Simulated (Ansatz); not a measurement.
Crystal: MnO.

```
Mn O
1.0
     0.00000    2.22391    2.22391
     2.22391    0.00000    2.22391
     2.22391    2.22391    0.00000
Mn O
1 1
Direct
  0.00000 0.00000 0.00000
  0.50000 0.50000 0.50000
```

The cell is a database's computed one.

```yaml
Program: Ansatz 0.2.0
Task: relaxation of cell and atoms
Functional: PBEsol
Dispersion: D3(BJ)
Potentials_or_basis: Ansatz PAW
Cutoff: "420 eV (not typed: the program's choice for these potentials)"
k_mesh: 10 × 10 × 10
Occupations: fermi-dirac, width 0.05 eV
Spin: collinear spin, ferromagnetic start
Starting_moments: "[4.0, 0.0] μB"
```

At the start: volume 11.00 Å³/atom.

Q: Where does the relaxation end?

A: It ends after 9 steps and the volume is 11.03 Å³/atom (+0.3 %); space group Fm-3m (No. 225, to 0.05 Å); moment 4.77 μB per cell.

The path:
```tsv
step	energy change (eV)	largest force (eV/Å)	volume (Å³)
1	0.0000	0.0000	22.00
2	-0.0059	0.0000	22.39
3	-0.0104	0.0000	22.34
4	-0.0306	0.0000	22.06
5	-0.0306	0.0000	22.07
6	-0.0308	0.0000	22.07
7	-0.0308	0.0000	22.07
8	-0.0308	0.0000	22.07
9	-0.0310	0.0000	22.07
```

Final structure:
```cif
data_structure
_symmetry_space_group_name_H-M 'P 1'
_symmetry_Int_Tables_number 1
_cell_length_a 3.1483
_cell_length_b 3.1483
_cell_length_c 3.1483
_cell_angle_alpha 60.000
_cell_angle_beta 60.000
_cell_angle_gamma 60.000
_cell_volume 22.07
loop_
_atom_site_label
_atom_site_type_symbol
_atom_site_fract_x
_atom_site_fract_y
_atom_site_fract_z
_atom_site_occupancy
Mn1 Mn 0.00000 0.00000 0.00000 1
O1 O 0.50000 0.50000 0.50000 1
```

Caveat: the plane-wave basis is chosen anew once the cell has moved, so the energies of steps on either side of that aren't comparable; the pressure holds a Pulay correction of +0.6 GPa for the finite cutoff; a cell with one magnetic atom can't hold antiferromagnetic order, which such compounds often take; pairwise dispersion overbinds metals, which lowers pressure and volume; the PAW data sets come from PBE, with cores solved anew for the run's functional, which leaves a small shift of forces and pressure.
